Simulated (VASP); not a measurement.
Write the native input for VASP 6.6.1 that does the following.

```
Task                   : band structure
Functional             : PBE
Potentials or basis    : VASP PAW PBE potentials, release 64 (Be_sv_GW)
Cutoff                 : 600 eV
k mesh                 : 12 × 12 × 13
Occupations            : fermi-dirac, width 0.05 eV
Spin                   : no spin polarisation
Further INCAR settings : ALGO = Normal; EDIFF = 1e-06; NBANDS = 8
```

The system is Be.

```
CELL_PARAMETERS angstrom
2.23274 0.00000 0.00000
0.00000 2.23274 0.00000
0.00000 0.00000 2.06565
ATOMIC_POSITIONS crystal
Be 0.50000 0.50000 0.00000
```

The cell was built by a generator and needn't be a form met in nature.

The input as run:

POSCAR

```
Be
1.0
    2.2327400000      0.0000000000      0.0000000000
    0.0000000000      2.2327400000      0.0000000000
    0.0000000000      0.0000000000      2.0656500000
Be
1
Direct
    0.5000000000      0.5000000000      0.0000000000
```

INCAR.step1

```
SYSTEM = Be
PREC = Accurate ; ENCUT = 600
EDIFF = 1E-6 ; ISMEAR = -1
SIGMA = 0.05 ; LREAL = .False.
LASPH = .True. ; NELM = 80
ALGO = Normal ; ISIF = 2
LWAVE = .False. ; LCHARG = .True.
GGA = PE ; NBANDS = 8
```

KPOINTS.step1

```
Automatic mesh
0
Gamma
  12 12 13
  0 0 0
```

INCAR.step2

```
SYSTEM = Be
PREC = Accurate ; ENCUT = 600
EDIFF = 1E-6 ; ISMEAR = 0
SIGMA = 0.05 ; LREAL = .False.
LASPH = .True. ; NELM = 80
ALGO = Normal ; ISIF = 2
LWAVE = .False. ; LCHARG = .False.
GGA = PE ; NBANDS = 8
ICHARG = 11
```

KPOINTS.step2

```
path GXMGZRAZ,XR,MA
20
line-mode
reciprocal
 0.0000000000  0.0000000000  0.0000000000  G
 0.0000000000  0.5000000000  0.0000000000  X

 0.0000000000  0.5000000000  0.0000000000  X
 0.5000000000  0.5000000000  0.0000000000  M

 0.5000000000  0.5000000000  0.0000000000  M
 0.0000000000  0.0000000000  0.0000000000  G

 0.0000000000  0.0000000000  0.0000000000  G
 0.0000000000  0.0000000000  0.5000000000  Z

 0.0000000000  0.0000000000  0.5000000000  Z
 0.0000000000  0.5000000000  0.5000000000  R

 0.0000000000  0.5000000000  0.5000000000  R
 0.5000000000  0.5000000000  0.5000000000  A

 0.5000000000  0.5000000000  0.5000000000  A
 0.0000000000  0.0000000000  0.5000000000  Z

 0.0000000000  0.5000000000  0.0000000000  X
 0.0000000000  0.5000000000  0.5000000000  R

 0.5000000000  0.5000000000  0.0000000000  M
 0.5000000000  0.5000000000  0.5000000000  A
```

Potentials or basis: VASP PAW PBE potentials, release 64 (Be_sv_GW).

Command:

```sh
$ cat potpaw_PBE.64/Be_sv_GW/POTCAR > POTCAR
$ cp INCAR.step1 INCAR
$ cp KPOINTS.step1 KPOINTS
$ mpirun -np 1 vasp_std > vasp.out
$ cp INCAR.step2 INCAR
$ cp KPOINTS.step2 KPOINTS
$ mpirun -np 1 vasp_std > vasp.out
```

Results of the run:

```
Band gap along the path : none (metal or under the smearing width)
```

Caveat: the log is that of the step along the path at fixed density, whose energy, stress, charges and moments have no meaning.

Run time: 13 s on 1 thread of Intel(R) Xeon(R) Platinum 8488C (Sapphire Rapids), with other jobs on the host, peak memory 0.13 GiB.
